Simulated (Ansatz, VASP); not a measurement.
# NaCl in VASP and in Ansatz

The input INCAR:

```
ALGO     = Normal         # electronic algorithm
EDIFF    = 1E-6           # SCF threshold, eV
ENCUT    = 520            # plane-wave cutoff, eV
GGA      = PE             # functional
ISIF     = 2              # what is computed and relaxed
ISMEAR   = 0              # smearing method
LASPH    = True           # aspherical terms in the spheres
LCHARG   = False          # write CHGCAR
LREAL    = False          # projectors in reciprocal space
LWAVE    = False          # write WAVECAR
NBANDS   = 14             # bands
NELM     = 80             # most SCF steps
PREC     = Accurate       # precision mode
SIGMA    = 0.02           # smearing width, eV
```

The input KPOINTS:

```
k-points
0
Gamma
  6 6 6
```

The input POSCAR:

```
NaCl
1.0
    3.3965319883      0.0000000000      0.0000000000
    0.0000000000      3.3965319883      0.0000000000
    0.0000000000      0.0000000000      3.3965319883
Na Cl
1 1
Direct
    0.0000000000      0.0000000000      0.0000000000
    0.5000000000      0.5000000000      0.5000000000
```

Input for Ansatz:

```yaml
crystal:
  lattice:
    - [3.3965319883, 0.0, 0.0]
    - [0.0, 3.3965319883, 0.0]
    - [0.0, 0.0, 3.3965319883]
  atoms:
    - { symbol: Na, position: [0.0, 0.0, 0.0] }
    - { symbol: Cl, position: [0.5, 0.5, 0.5] }
basis:
  ecutwfc: 420
kpoints:
  mp_grid: { grid: [6, 6, 6] }
hamiltonian:
  xc: pbe
scf:
  occupations: { method: gaussian, width: 0.02 }
output:
  forces: true
  stress: true
  eigenvalues: true
```

Alike in both runs: task single point; functional PBE; k mesh 6 × 6 × 6; occupations gaussian, width 0.02 eV; no spin polarisation.

```csv
,VASP,Ansatz
version,VASP 6.6.1,Ansatz 0.2.0
potentials or method,"VASP PAW PBE potentials, release 64 (Na_pv, Cl)","scalar-relativistic, plane waves, PAW"
plane-wave cutoff (eV),520,420
valence electrons in the cell,14,16
```

```csv
,VASP,Ansatz,Ansatz less VASP
gap on the k mesh at the Fermi level (eV),4.31,4.31,0.000
least direct gap on the mesh (eV),4.88,4.88,+0.001
pressure (GPa),3.1,3.1,+0.04
```

With one functional, cell and mesh, what is left measures potentials, basis and numerics. The two sets of potentials don't hold the same shells in valence.

A k mesh can miss the band edges. A hybrid or GW would open this gap; PBE tends to underestimate it.
